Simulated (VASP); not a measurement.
**AgCl in VASP: one cell, several levels of theory**

Aim: gap, levels, forces and stress of AgCl in the CsCl-type structure, under +0.3 % strain along [111] alone at fixed geometry. Runs: PBE, r2SCAN. This is a trial cell built on a prototype, not taken from a measured structure, and it needn't be the compound's ground state.

The runs shown are made with VASP 6.6.1. PAW datasets, plane waves. No spin polarisation and no zero-point or thermal motion; the cell was built from a prototype and may be hypothetical.

## 1. The cell

The cell comes from an earlier relaxation with r2SCAN in another program, then strained, with the atoms relaxed again.

The symmetry is R-3m (No. 166, trigonal); a = 4.802 Å, c = 5.902 Å in the conventional setting, 19.64 Å³ an atom. Near Ag stand 8 Cl at 2.94–2.95 Å; near Cl stand 8 Ag at 2.94–2.95 Å.

Structure file:

Space group R-3m:H (No. 166). a = 4.802 Å, b = 4.802 Å, c = 5.902 Å, α = 90.00°, β = 90.00°, γ = 120.00°
```
atom  site  symmetry       x       y       z
  Ag    3a       -3m  0.0000  0.0000  0.0000
  Cl    3b       -3m  0.3333  0.6667  0.1667
```

## 2. Single point with PBE

INCAR reads:

```
ENCUT = 520.000000
SIGMA = 0.020000
EDIFF = 1.00e-07
GGA = PE
PREC = Accurate
IBRION = -1
ISIF = 2
ISMEAR = -1
NBANDS = 16
NELM = 120
NSW = 0
LASPH = .TRUE.
LCHARG = .FALSE.
LWAVE = .FALSE.
LREAL = .FALSE.
```

KPOINTS reads:

```
KPOINTS created by Atomic Simulation Environment
0
Gamma
8 8 8
0 0 0
```

KPOINTS_OPT reads:

```
special points
5
Reciprocal
0.0000000000 0.0000000000 0.0000000000 1
0.0000000000 0.5000000000 0.0000000000 1
0.5000000000 0.5000000000 0.0000000000 1
0.5000000000 0.5000000000 0.5000000000 1
0.0000000000 0.0000000000 0.5000000000 1
```

POSCAR reads:

```
Ag Cl
 1.0000000000000000
     3.3995495613000002    0.0039615194000000    0.0039615194000000
     0.0039615194000000    3.3995495613000002    0.0039615194000000
     0.0039615194000000    0.0039615194000000    3.3995495613000002
 Ag  Cl
   1   1
Cartesian
  0.0000000000000000  0.0000000000000000  0.0000000000000000
  1.7037363000499994  1.7037363000499997  1.7037363000499999
```

Potentials: the recommended PBE PAW datasets, 18 valence electrons in the neutral cell.

Launch:

```
$ mpirun -np 1 vasp_std
```

Standard output, without the iteration lines:

```text
POSCAR found type information on POSCAR AgCl
 POSCAR found :  2 types and       2 ions
 LDA part: xc-table for (Slater+PW92), standard interpolation
 POSCAR, INCAR and KPOINTS ok, starting setup
 FFT: planning ... GRIDC
 FFT: planning ... GRID_SOFT
 FFT: planning ... GRID
 WAVECAR not read
 entering main loop
 Start KPOINTS_OPT (optional k-point list driver)
k-point batch [1-5\5]
```

OSZICAR:

```text
N       E                     dE             d eps       ncg     rms          rms(c)
DAV:   1     0.100408422104E+03    0.10041E+03   -0.87086E+03  2096   0.103E+03
DAV:   2    -0.194241679879E+01   -0.10235E+03   -0.94040E+02  2632   0.225E+02
DAV:   3    -0.539052058474E+01   -0.34481E+01   -0.34406E+01  2520   0.435E+01
DAV:   4    -0.541209216523E+01   -0.21572E-01   -0.21571E-01  2680   0.376E+00
DAV:   5    -0.541234847797E+01   -0.25631E-03   -0.25631E-03  2560   0.401E-01    0.586E+00
DAV:   6    -0.513032668353E+01    0.28202E+00   -0.35580E-01  2528   0.856E+00    0.392E+00
DAV:   7    -0.512134750632E+01    0.89792E-02   -0.13639E-01  2256   0.247E+00    0.214E+00
DAV:   8    -0.511809201952E+01    0.32555E-02   -0.71139E-03  2416   0.855E-01    0.402E-01
DAV:   9    -0.511782000809E+01    0.27201E-03   -0.68256E-04  2664   0.388E-01    0.533E-02
DAV:  10    -0.511784829470E+01   -0.28287E-04   -0.11653E-04  2408   0.112E-01    0.435E-02
DAV:  11    -0.511785514698E+01   -0.68523E-05   -0.62860E-06  2448   0.214E-02    0.696E-03
DAV:  12    -0.511785492635E+01    0.22063E-06   -0.71389E-07  2544   0.720E-03    0.223E-03
DAV:  13    -0.511785498548E+01   -0.59133E-07   -0.19279E-07  2056   0.296E-03
   1 F= -.51178550E+01 E0= -.51178550E+01  d E =-.297899E-08
       N       E                     dE             ncg
DAV:   1     0.203489742642E+04   -0.19278E+04      160
DAV:   2     0.150921720058E+04   -0.52568E+03      208
DAV:   3     0.149270244549E+04   -0.16515E+02      192
DAV:   4     0.149261771318E+04   -0.84732E-01      208
DAV:   5     0.149261669113E+04   -0.10221E-02      192
DAV:   6     0.149261667426E+04   -0.16867E-04      208
DAV:   7     0.149261667395E+04   -0.30836E-06      208
DAV:   8     0.149261667395E+04   -0.53212E-08      168
```

The lines after F= are the extra pass for the points of KPOINTS_OPT, at fixed density; their E is not a total energy.

From OUTCAR:

```text
k-points           NKPTS =     65   k-points in BZ     NKDIM =     65   number of bands    NBANDS=     16

   NELECT =      18.0000    total number of electrons

   dimension x,y,z NGX =    28 NGY =   28 NGZ =   28
   dimension x,y,z NGXF=    56 NGYF=   56 NGZF=   56

  energy-cutoff  :      520.00
  volume of cell :       39.29
      direct lattice vectors                 reciprocal lattice vectors
     3.399549561  0.003961519  0.003961519     0.294157415 -0.000342385 -0.000342385
     0.003961519  3.399549561  0.003961519    -0.000342385  0.294157415 -0.000342385
     0.003961519  0.003961519  3.399549561    -0.000342385 -0.000342385  0.294157415

 k-points in reciprocal lattice and weights: KPOINTS created by Atomic Simulation Env
   0.00000000  0.00000000  0.00000000       0.002
   0.12500000  0.00000000  0.00000000       0.012
   0.25000000  0.00000000  0.00000000       0.012
   0.37500000  0.00000000  0.00000000       0.012
   0.50000000  0.00000000  0.00000000       0.006
   0.12500000  0.12500000  0.00000000       0.012
   0.25000000  0.12500000  0.00000000       0.023
   0.37500000  0.12500000  0.00000000       0.023
[... 57 more k-points ...]

 E-fermi :   4.5769

 k-point     1 :       0.0000    0.0000    0.0000
  band No.  band energies     occupation
      1     -10.4934      2.00000
      2       1.4247      2.00000
      3       1.4247      2.00000
      4       2.4229      2.00000
      5       2.4229      2.00000
      6       2.4267      2.00000
      7       2.6612      2.00000
      8       2.6612      2.00000
      9       2.6770      2.00000
     10       4.8494      0.00000
     11      13.6663      0.00000
     12      13.6663      0.00000
     13      18.1222      0.00000
     14      18.1722      0.00000
     15      18.1722      0.00000
     16      20.7318      0.00000

 k-point     2 :       0.1250    0.0000    0.0000
  band No.  band energies     occupation
      1     -10.4263      2.00000
      2       1.1915      2.00000
      3       1.4472      2.00000
      4       2.0176      2.00000
      5       2.0283      2.00000
      6       2.2408      2.00000
      7       2.4321      2.00000
      8       3.1255      2.00000
      9       3.1265      2.00000
     10       5.5981      0.00000
     11      13.6559      0.00000
     12      13.7157      0.00000
     13      17.1966      0.00000
     14      17.2090      0.00000
     15      17.7395      0.00000
     16      20.6654      0.00000

 k-point     3 :       0.2500    0.0000    0.0000
  band No.  band energies     occupation
      1     -10.2557      2.00000
      2       0.2221      2.00000
      3       1.5022      2.00000
      4       1.6207      2.00000
      5       1.6356      2.00000
      6       2.3265      2.00000
      7       2.4513      2.00000
      8       3.6700      2.00000
      9       3.6764      2.00000
     10       6.8017      0.00000
     11      12.9823      0.00000
     12      13.6282      0.00000
     13      15.7495      0.00000
     14      15.7532      0.00000
     15      18.1582      0.00000
     16      20.5061      0.00000

 k-point     4 :       0.3750    0.0000    0.0000
  band No.  band energies     occupation
      1     -10.0708      2.00000
      2      -0.6503      2.00000
      3       1.3642      2.00000
      4       1.3818      2.00000
      5       1.5589      2.00000
      6       2.4704      2.00000
      7       2.6511      2.00000
      8       4.0937      2.00000
      9       4.1061      2.00000
     10       8.0489      0.00000
     11      11.3199      0.00000
     12      13.5965      0.00000
     13      14.6746      0.00000
     14      14.6856      0.00000
     15      20.2715      0.00000
     16      20.3500      0.00000

 k-point     5 :       0.5000    0.0000    0.0000
  band No.  band energies     occupation
      1      -9.9893      2.00000
      2      -0.9790      2.00000
      3       1.2759      2.00000
      4       1.2942      2.00000
      5       1.5825      2.00000
      6       2.4785      2.00000
      7       2.8039      2.00000
      8       4.2584      2.00000
      9       4.2733      2.00000
     10       9.1891      0.00000
     11       9.9211      0.00000
     12      13.5820      0.00000
     13      14.2815      0.00000
     14      14.2947      0.00000
     15      20.2078      0.00000
     16      20.2863      0.00000

 k-point     6 :       0.1250    0.1250    0.0000
  band No.  band energies     occupation
      1     -10.3623      2.00000
      2       1.1521      2.00000
      3       1.2797      2.00000
      4       1.7111      2.00000
      5       1.9098      2.00000
      6       2.3782      2.00000
      7       2.6559      2.00000
      8       2.7341      2.00000
      9       3.3421      2.00000
     10       6.2407      0.00000
     11      13.6561      0.00000
     12      13.8401      0.00000
     13      15.8432      0.00000
     14      16.7952      0.00000
     15      18.3238      0.00000
     16      19.9278      0.00000

 k-point     7 :       0.2500    0.1250    0.0000
  band No.  band energies     occupation
      1     -10.1991      2.00000
      2       0.2906      2.00000
      3       1.2913      2.00000
      4       1.6522      2.00000
      5       1.6900      2.00000
      6       2.3769      2.00000
      7       2.4421      2.00000
      8       3.1976      2.00000
      9       3.7252      2.00000
     10       7.3131      0.00000
     11      12.8167      0.00000
     12      13.8452      0.00000
     13      15.1121      0.00000
     14      15.8119      0.00000
     15      18.6204      0.00000
     16      19.6836      0.00000

 k-point     8 :       0.3750    0.1250    0.0000
  band No.  band energies     occupation
      1     -10.0229      2.00000
      2      -0.5129      2.00000
      3       1.2434      2.00000
      4       1.4477      2.00000
      5       1.6432      2.00000
      6       2.4077      2.00000
      7       2.6537      2.00000
      8       3.5954      2.00000
      9       4.0404      2.00000
     10       8.3799      0.00000
     11      11.1463      0.00000
     12      13.9139      0.00000
     13      14.5788      0.00000
     14      14.9434      0.00000
     15      19.7387      0.00000
     16      20.3165      0.00000

[... the tables of k-points 9 to 65 left out ...]

  Total        0.3091081      0.3091081      0.3091081      0.0064073      0.0064073      0.0064073
  in kB       12.6054554     12.6054554     12.6054554      0.2612901      0.2612901      0.2612901
  external PRESSURE =      12.6054554 kB  Pullay stress =       0.0000000 kB

 POSITION                                       TOTAL-FORCE (eV/Angst)
 -----------------------------------------------------------------------------------
      0.00000      0.00000      0.00000         0.000000     -0.000000      0.000000
      1.70374      1.70374      1.70374        -0.000000      0.000000      0.000000
 -----------------------------------------------------------------------------------
    total drift:                               -0.000000      0.000000      0.000000

  FREE ENERGIE OF THE ION-ELECTRON SYSTEM (eV)
  ---------------------------------------------------
  free  energy   TOTEN  =        -5.1178549855 eV

  energy  without entropy=       -5.1178549825  energy(sigma->0) =       -5.11785498
```

It took 42 s on 1 MPI rank of Intel Xeon Platinum 8488C, shared host; peak memory 0.2 GiB.

The levels at the points of KPOINTS_OPT are read from vasprun.xml.

Levels at the named points, in eV from the top of band v (v: the last filled band by count, c: the next):

| point | v−1 | v | c | c+1 |
| --- | --- | --- | --- | --- |
| Γ | -1.61 | -1.60 | 0.58 | 9.39 |
| X | -0.02 | 0.00 | 4.92 | 5.65 |
| M | -1.53 | -0.95 | 2.78 | 9.03 |
| R | -0.17 | -0.17 | 4.68 | 4.71 |

The PBE gap is 0.58 eV and indirect ((0.50, 0.00, 0.00) to Γ), with 2.17 eV as the least direct one. Pressure: 1.26 GPa; the forces vanish within 0.01 eV/Å.

[end of part 1 of 2]
